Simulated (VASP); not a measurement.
**PbS (Galena): single point with PBE**

Crystal: PbS (Galena).

```
CELL_PARAMETERS angstrom
0.00000 2.96575 2.96575
2.96575 0.00000 2.96575
2.96575 2.96575 0.00000
ATOMIC_POSITIONS crystal
Pb 0.00000 0.00000 0.00000
S 0.50000 0.50000 0.50000
```

- Program: VASP 6.6.1
- Task: single point
- Functional: PBE
- Potentials or basis: VASP PAW PBE potentials, release 54 (Pb, S)
- Cutoff: 500 eV
- k mesh: 6 × 6 × 6
- Occupations: gaussian, width 0.1 eV
- Spin: spin-orbit coupling, no magnetisation
- Further INCAR settings: ALGO = Fast; EDIFF = 1e-06; NBANDS = 22

| Property | Result |
| --- | --- |
| Pressure | 1.5 GPa |
| Valence electrons inside the program's atomic spheres | Pb 2.91; S 3.68 |

Wall time 36 s on 1 thread of Intel(R) Xeon(R) Platinum 8559C (Emerald Rapids), on a shared host, peak memory 0.3 GiB.
